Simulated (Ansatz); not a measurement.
# ZnS (Wurtzite-2H) (P6_3mc) in Ansatz: further runs

The runs below take ZnS (Wurtzite-2H) through single point, with PBEsol.

Program: Ansatz 0.2.0. These are calculated values, not measurements. Logs are shortened: lines on timing, memory, paths and dates and some standing lists are left out, and cuts for length are marked.

### 1 Starting point

It takes space group P6_3mc (No. 186, hexagonal). The conventional cell has a = 3.811 Å, b = 3.811 Å, c = 6.234 Å, α = 90.00°, β = 90.00°, γ = 120.00°. Zn (site symmetry 3m) is surrounded by 4 S at 2.31 to 2.40 Å. S (site symmetry 3m) has 4 Zn at 2.31 to 2.40 Å as nearest neighbours.

### 2 Single point, PBEsol, 18.43 Å³/atom (volume scaled by 0.94)

File input.yaml:

```yaml
crystal:
  lattice:
    - [3.7332026603, 0.0, 0.0]
    - [-1.8666013302, 3.2330483413, 0.0]
    - [0.0, 0.0, 6.1067398017]
  atoms:
    - { symbol: Zn, position: [0.6666666667, 0.3333333333, 0.5] }
    - { symbol: Zn, position: [0.3333333333, 0.6666666667, 0.0] }
    - { symbol: S, position: [0.6666666667, 0.3333333333, 0.885] }
    - { symbol: S, position: [0.3333333333, 0.6666666667, 0.385] }
kpoints:
  mp_grid: { grid: [8, 8, 5] }
scf:
  occupations: { method: fermi_dirac, width: 0.05 }
hamiltonian:
  xc: pbesol
  pseudopotentials: { kind: all_electron, lapw: { basis_error: 0.001 } }
output:
  forces: true
  stress: true
  eigenvalues: true
```

Potentials or basis: all-electron LAPW, scalar-relativistic.

Launch:

```console
$ ansatz run input.yaml --threads 2 --pin off --max-ram 8192MiB --backend cpu --events-out ev --progress --plain --runs-dir out
```

Log:

```text
Warning: RAYON_NUM_THREADS=2 ignored (pool sized by the plan → 2); use --threads N
LAPW: plane waves up to 8.934 Å⁻¹, error target 1.0e-3 eV per atom; small_component_spin mean_spin; S in spheres of 1.008 Å, 14 of its electrons in bands, Dirac shells []; Zn in spheres of 1.259 Å, 20 of its electrons in bands, Dirac shells [] (how accurate: hamiltonian.pseudopotentials.lapw.basis_error, Limitations)
Engine: ansatz 0.2.0, aarch64-unknown-linux-gnu
Pseudopotentials: kind: all_electron
Pseudopotential: Zn, LAPW, valence charge 20, lapw/all_electron/scalar/gaussian/Zn, Koelling and Harmon's equation, gaussian nucleus
Pseudopotential: S, LAPW, valence charge 14, lapw/all_electron/scalar/gaussian/S, Koelling and Harmon's equation, gaussian nucleus
Functional definition: PBEsol
  exchange = pbesol_x
  correlation = pbesol_c
Crystal: 4 atoms, lattice volume = 73.706 Å³
Basis set: ecut = 304.09518250943415 eV, 893 PW (Γ), exchange–correlation at level 2
Bands: 41, of which v1, the nominal top of the filled ones, is band 34 counted from 1 (33 counted from 0)
Symmetry: 12 space group operations
Space group: P63mc (ITA 186), of the structure as read, at distance tolerance 4.2e-5 Å
k-points: 30 of 320 (time reversal used)
Non-local potential: Zn, projectors of the file, none
Non-local potential: S, projectors of the file, none
Initial density: superposition of atomic densities (chi_scale 0.1, normalization cell, long waves kept (reshape's long-wave potential 0.00 eV rms))
Initial wavefunctions: plane waves of lowest kinetic energy (no species holds an atomic orbital)
Functional: x = pbesol(κ = 0.804, μ = 0.12345679012345678), c = pbesol(β = 0.046)
iter 1 solved again at ethr=2.71e-3 eV; its pass at ethr=1.00e-1 eV (dr2=1.84e0 eV) is discarded
SCF iter   1: F=—  HF=-119364.933262 eV  |F-HF|=—  |Δ(HF+E_count)|=         —  Δρ=4.08e-2  dr2=1.85e0  ethr=2.71e-3  ⟨swp⟩=2.0  Hψ=8341  notcnv=0
preconditioner: auto → Resta (q_TF=auto, 2.692 Å⁻¹)  ε∞=6.1  [insulator: Δε(μ)=2.569 eV  Ē_g=11.477 eV  σ=0.050 eV  W_gap=1.00  n_scr=22 (ndim 8)  ℏωp=26.0 eV  f_vac=0.085  D(μ)=0.00/eV (n_scr^D=0)  ε∞_Penn≈6.1]
SCF iter   2: F=—  HF=-119364.295666 eV  |F-HF|=—  |Δ(HF+E_count)|=   6.38e-1  Δρ=1.86e-2  dr2=3.39e-1  ethr=2.71e-3  ⟨swp⟩=2.9  Hψ=3622  notcnv=0
SCF iter   3: F=—  HF=-119364.146087 eV  |F-HF|=—  |Δ(HF+E_count)|=   1.50e-1  Δρ=1.37e-2  dr2=1.92e-1  ethr=4.99e-4  ⟨swp⟩=2.0  Hψ=3570  notcnv=0
SCF iter   4: F=—  HF=-119364.070506 eV  |F-HF|=—  |Δ(HF+E_count)|=   7.56e-2  Δρ=5.61e-3  dr2=2.89e-2  ethr=2.82e-4  ⟨swp⟩=2.0  Hψ=3570  notcnv=0
iter 5 solved again at ethr=1.62e-6 eV; its pass at ethr=4.26e-5 eV (dr2=1.10e-3 eV) is discarded
SCF iter   5: F=—  HF=-119364.070851 eV  |F-HF|=—  |Δ(HF+E_count)|=         —  Δρ=1.07e-3  dr2=1.09e-3  ethr=1.62e-6  ⟨swp⟩=2.0  Hψ=6053  notcnv=0
the basis was enlarged: its passes take 355.5 KiB over the memory plan, 2 of 2 planned eigensolver slots
SCF iter   6: F=—  HF=-119364.071652 eV  |F-HF|=—  |Δ(HF+E_count)|=   8.02e-4  Δρ=3.68e-4  dr2=1.51e-4  ethr=1.61e-6  ⟨swp⟩=2.9  Hψ=3410  notcnv=0
SCF iter   7: F=—  HF=-119364.071869 eV  |F-HF|=—  |Δ(HF+E_count)|=   2.17e-4  Δρ=8.52e-5  dr2=8.87e-6  ethr=2.22e-7  ⟨swp⟩=3.0  Hψ=3626  notcnv=0
SCF iter   8: F=—  HF=-119364.071884 eV  |F-HF|=—  |Δ(HF+E_count)|=   1.52e-5  Δρ=2.32e-5  dr2=5.63e-7  ethr=1.30e-8  ⟨swp⟩=3.0  Hψ=3688  notcnv=0
SCF iter   9: F=-119364.071884 eV  HF=-119364.071884 eV  |F-HF|=3.07e-8  |Δ(HF+E_count)|=   1.85e-7  Δρ=4.25e-6  dr2=1.68e-8  ethr=8.28e-10  ⟨swp⟩=3.0  Hψ=3571  notcnv=0
SCF 1 converged in 9 iterations: F = -119364.071884 eV  dr2 = 1.68e-8
SCF converged after 9 iterations
Free energy (F): -119364.071884 eV
Harris-Foulkes:  -119364.071884 eV  (|F-HF|=3.07e-8)
Internal energy: -119364.071884 eV  (E = F + TS)
E sigma→0 (E₀):  -119364.071884 eV
Fermi energy:    9.465581 eV
--- Per-component energies (eV) ---
  E_band       = -3707.190666
  E_kinetic    = 121245.941084
  E_xc         = -5185.997841
  E_electrostatic = -235424.015128  (all electrons and nuclei)
  E_smearing   = -0.000000  (= −TS)
  E_closure    = 0.000000  (closes the sum)
  E_atoms      = -119348.991226  (free atoms, spherical and without spin; not in F)
  Σ components = -119364.071884   (vs F -119364.071884, Δ=0.00e0)
  Basis errors (estimates in eV, not in F): energy 4.4e-4 per atom: plane waves 4.1e-4 (2.4e-4 summed), levels above the bands 5.1e-57, relativity 1.3e-8, radial functions 3.1e-5, core shells 2.7e-11; eigenvalues (radial functions only) 1.3e-6; not estimated: angular momenta, meshes, grids; target (lapw.basis_error) 1.0e-3; muffin-tin radii S 1.008 Å, Zn 1.259 Å
--- Forces (eV/Å), atoms counted from 1 ---
  atom   1  Zn    -0.00000000     0.00000000     0.38592571
  atom   2  Zn    -0.00000000    -0.00000000     0.38592571
  atom   3  S      0.00000000     0.00000000    -0.38592867
  atom   4  S      0.00000000    -0.00000000    -0.38592867
  max |Σ_I F_I| component: 5.91e-6 eV/Å
--- Stress (GPa, compression-positive) ---
        4.821456       0.000000      -0.000000
        0.000000       4.821456      -0.000000
       -0.000000      -0.000000       2.001395
  P = ⅓ Tr σ = 3.8814 GPa (38.814 kbar)
--- Band table (eV; the first three rows and the last of 30) ---
  k-point 0: bands = ["-196.1646", "-196.1646", "-141.2160", "-141.2160", "-141.2160", "-141.2160", "-141.2102", "-141.2102", "-116.5136", "-116.5136", "-70.8441", "-70.8439", "-70.8429", "-70.8429", "-70.8428", "-70.8428", "-5.4271", "-4.3668", "1.5594", "1.5594", "1.6297", "1.6297", "1.6436", "2.1107", "2.1107", "2.2073", "2.2073", "2.3212", "2.6388", "7.2833", "7.2833", "8.2255", "8.2303", "8.2303", "10.6312", "11.2215", "14.3581", "14.3581", "14.6780", "15.7559", "15.7559"]
  k-point 1: bands = ["-196.1646", "-196.1646", "-141.2160", "-141.2160", "-141.2160", "-141.2160", "-141.2102", "-141.2102", "-116.5136", "-116.5136", "-70.8441", "-70.8439", "-70.8429", "-70.8429", "-70.8428", "-70.8428", "-5.3414", "-4.4879", "1.5632", "1.5632", "1.6201", "1.6201", "1.6334", "1.9245", "2.1223", "2.1223", "2.2004", "2.2004", "3.3933", "7.3665", "7.3665", "7.4123", "8.1317", "8.1317", "11.3063", "11.3335", "14.4114", "14.4114", "14.4152", "15.5101", "15.5101"]
  k-point 2: bands = ["-196.1646", "-196.1646", "-141.2160", "-141.2160", "-141.2160", "-141.2160", "-141.2102", "-141.2102", "-116.5136", "-116.5136", "-70.8441", "-70.8440", "-70.8429", "-70.8429", "-70.8429", "-70.8429", "-5.1043", "-4.7808", "1.5762", "1.5762", "1.5979", "1.5979", "1.6262", "1.6893", "2.1502", "2.1502", "2.1801", "2.1801", "4.5984", "6.0038", "7.5908", "7.5908", "7.8824", "7.8824", "11.6380", "11.8763", "14.5660", "14.6230", "14.6230", "15.0269", "15.0269"]
  k-point 29: bands = ["-196.1646", "-196.1646", "-141.2160", "-141.2160", "-141.2160", "-141.2160", "-141.2102", "-141.2102", "-116.5136", "-116.5136", "-70.8440", "-70.8440", "-70.8431", "-70.8430", "-70.8430", "-70.8430", "-4.0981", "-4.0474", "1.6844", "1.7370", "1.7638", "1.8397", "1.9587", "1.9643", "2.1211", "2.1226", "2.4642", "2.5246", "3.0796", "3.2312", "4.7109", "5.2382", "6.5791", "6.8372", "12.5890", "12.9542", "14.0862", "14.6280", "15.3885", "15.8672", "17.6762"]
```

Run time: 20 s. Hardware: 2 threads of Arm Neoverse V2, shared host; peak memory 0.41 GiB.

What came out:

- Free energy: -119364.0719 eV
- Pressure: 3.9 GPa
- Largest force: 0.386 eV/Å
- Band gap on the k mesh: 2.40 eV, direct

### 3 Single point, PBEsol, 18.82 Å³/atom (volume scaled by 0.96)

Edit input.yaml of step 2 so:

```diff
@@ -2,5 +2,5 @@
   lattice:
-    - [3.7332026603, 0.0, 0.0]
-    - [-1.8666013302, 3.2330483413, 0.0]
-    - [0.0, 0.0, 6.1067398017]
+    - [3.7594936861, 0.0, 0.0]
+    - [-1.8797468431, 3.2558170375, 0.0]
+    - [0.0, 0.0, 6.1497464286]
   atoms:
```

Potentials or basis: all-electron LAPW, scalar-relativistic.

Launch:

```console
$ ansatz run input.yaml --threads 2 --pin off --max-ram 8192MiB --backend cpu --events-out ev --progress --plain --runs-dir out
```

Wall time 20 s (2 threads of Arm Neoverse V2, shared host); peak memory 0.41 GiB.

It converged, with:

| Property | Result |
| --- | --- |
| Free energy | -119364.1003 eV |
| Pressure | 2.0 GPa |
| Largest force | 0.357 eV/Å |
| Band gap on the k mesh | 2.30 eV, direct |

### 4 Single point, PBEsol, 19.21 Å³/atom (volume scaled by 0.98)

Edit input.yaml of step 3 so:

```diff
@@ -2,5 +2,5 @@
   lattice:
-    - [3.7594936861, 0.0, 0.0]
-    - [-1.8797468431, 3.2558170375, 0.0]
-    - [0.0, 0.0, 6.1497464286]
+    - [3.7854220481, 0.0, 0.0]
+    - [-1.8927110241, 3.2782716577, 0.0]
+    - [0.0, 0.0, 6.1921598132]
   atoms:
```

Launch:

```console
$ ansatz run input.yaml --threads 2 --pin off --max-ram 8192MiB --backend cpu --events-out ev --progress --plain --runs-dir out
```

It took 19 s on 2 threads of Arm Neoverse V2, shared host; peak memory 0.41 GiB.

Results (log left out):

```
Free energy            : -119364.1109 eV
Pressure               : 0.3 GPa
Largest force          : 0.331 eV/Å
Band gap on the k mesh : 2.21 eV, direct
```

### 5 Single point, PBEsol, 19.60 Å³/atom

Edit input.yaml of step 4 so:

```diff
@@ -2,5 +2,5 @@
   lattice:
-    - [3.7854220481, 0.0, 0.0]
-    - [-1.8927110241, 3.2782716577, 0.0]
-    - [0.0, 0.0, 6.1921598132]
+    - [3.811, 0.0, 0.0]
+    - [-1.9055, 3.3004228138, 0.0]
+    - [0.0, 0.0, 6.234]
   atoms:
```

Launch:

```console
$ ansatz run input.yaml --threads 2 --pin off --max-ram 8192MiB --backend cpu --events-out ev --progress --plain --runs-dir out
```

It took 20 s on 2 threads of Arm Neoverse V2, shared host; peak memory 0.41 GiB.

The run converged. Its results:

```yaml
Free_energy: -119364.1057 eV
Pressure: -1.3 GPa
Largest_force: 0.306 eV/Å
Band_gap_on_the_k_mesh: 2.11 eV, direct
```

### 6 Single point, PBEsol, 19.99 Å³/atom (volume scaled by 1.02)

Edit input.yaml of step 5 so:

```diff
@@ -2,5 +2,5 @@
   lattice:
-    - [3.811, 0.0, 0.0]
-    - [-1.9055, 3.3004228138, 0.0]
-    - [0.0, 0.0, 6.234]
+    - [3.8362391461, 0.0, 0.0]
+    - [-1.9181195731, 3.3222805555, 0.0]
+    - [0.0, 0.0, 6.2752859714]
   atoms:
```

Potentials or basis: all-electron LAPW, scalar-relativistic.

Launch:

```console
$ ansatz run input.yaml --threads 2 --pin off --max-ram 8192MiB --backend cpu --events-out ev --progress --plain --runs-dir out
```

It took 20 s on 2 threads of Arm Neoverse V2, shared host; peak memory 0.41 GiB.

It converged, with:

| Property | Result |
| --- | --- |
| Free energy | -119364.0863 eV |
| Pressure | -2.7 GPa |
| Largest force | 0.283 eV/Å |
| Band gap on the k mesh | 2.02 eV, direct |

### 7 Single point, PBEsol, 20.39 Å³/atom (volume scaled by 1.04)

Edit input.yaml of step 6 so:

```diff
@@ -2,5 +2,5 @@
   lattice:
-    - [3.8362391461, 0.0, 0.0]
-    - [-1.9181195731, 3.3222805555, 0.0]
-    - [0.0, 0.0, 6.2752859714]
+    - [3.861150488, 0.0, 0.0]
+    - [-1.930575244, 3.3438544104, 0.0]
+    - [0.0, 0.0, 6.3160357234]
   atoms:
```

Launch:

```console
$ ansatz run input.yaml --threads 2 --pin off --max-ram 8192MiB --backend cpu --events-out ev --progress --plain --runs-dir out
```

Run time: 19 s. Hardware: 2 threads of Arm Neoverse V2, shared host; peak memory 0.41 GiB.

It converged, with:

- Free energy: -119364.0542 eV
- Pressure: -3.9 GPa
- Largest force: 0.262 eV/Å
- Band gap on the k mesh: 1.93 eV, direct

### 8 Single point, PBEsol, 20.78 Å³/atom (volume scaled by 1.06)

Edit input.yaml of step 7 so:

```diff
@@ -2,5 +2,5 @@
   lattice:
-    - [3.861150488, 0.0, 0.0]
-    - [-1.930575244, 3.3438544104, 0.0]
-    - [0.0, 0.0, 6.3160357234]
+    - [3.8857444663, 0.0, 0.0]
+    - [-1.9428722331, 3.3651534204, 0.0]
+    - [0.0, 0.0, 6.356266335]
   atoms:
```

Launch:

```console
$ ansatz run input.yaml --threads 2 --pin off --max-ram 8192MiB --backend cpu --events-out ev --progress --plain --runs-dir out
```

Wall time 19 s (2 threads of Arm Neoverse V2, shared host); peak memory 0.41 GiB.

The run converged. Its results:

| Quantity | Value |
| --- | --- |
| Free energy | -119364.0106 eV |
| Pressure | -5.0 GPa |
| Largest force | 0.241 eV/Å |
| Band gap on the k mesh | 1.85 eV, direct |

### 9 For comparison

An earlier run on the cell as given: functional PBEsol; potentials or basis all-electron LAPW, scalar-relativistic; cutoff 289 eV (chosen from the basis error); basis error allowed 0.001 eV/atom; k mesh 8 × 8 × 5; occupations fermi-dirac, width 0.05 eV; no spin polarisation.

* Pressure: -1.3 GPa
* Largest force: 0.306 eV/Å
* Band gap on the k mesh: 2.11 eV, direct
* Loewdin charges: Zn +1.27; S -1.05 e
